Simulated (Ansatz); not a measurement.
Runs of Ansatz 0.2.0 on TiC. The structure is cubic, space group Fm-3m (No. 225). Conventional cell: a = 4.331 Å, b = 4.331 Å, c = 4.331 Å, α = 90.00°, β = 90.00°, γ = 90.00°. Ti (site symmetry m-3m) has 6 C at 2.17 Å as nearest neighbours. C (site symmetry m-3m) is surrounded by 6 Ti at 2.17 Å. The cell is a database's computed one.

```csv
task,level,cell,k mesh,atoms under strain,q mesh,points for each segment of the path,mesh quality,gap on the mesh (eV),pressure (GPa)
elastic constants,PBEsol,as given,8 × 8 × 8,relaxed,-,-,not flagged,none,-6.7
phonons,PBEsol,as given,8 × 8 × 8,-,2 × 2 × 2,8,not flagged,none,-
band structure,HSEsol,as given,6 × 6 × 6,-,-,4,coarse,none,(a)
relaxation of cell and atoms,HSE03,relaxed,6 × 6 × 6,-,-,-,coarse,none,0.0
```

Alike in all rows: potentials or basis Ansatz PAW; no spin polarisation; cutoff (eV) 420; smearing fermi-dirac 0.05 eV.

Q: Fill in the values left out.

A: (a) -9.5.

Caveats: some runs use coarse meshes; the PAW data sets come from PBE, with cores solved anew for the run's functional, which leaves a small shift of forces and pressure; the cell is more than 3 GPa from zero pressure, which shifts response properties (some runs); elastic constants of metals need much finer meshes, so these are rough (some runs); the thresholds are loose for stress (some runs); the plane-wave basis is chosen anew once the cell has moved, so the energies of steps on either side of that aren't comparable (some runs).

A gap of «none» marks a metal or a gap under the smearing width.
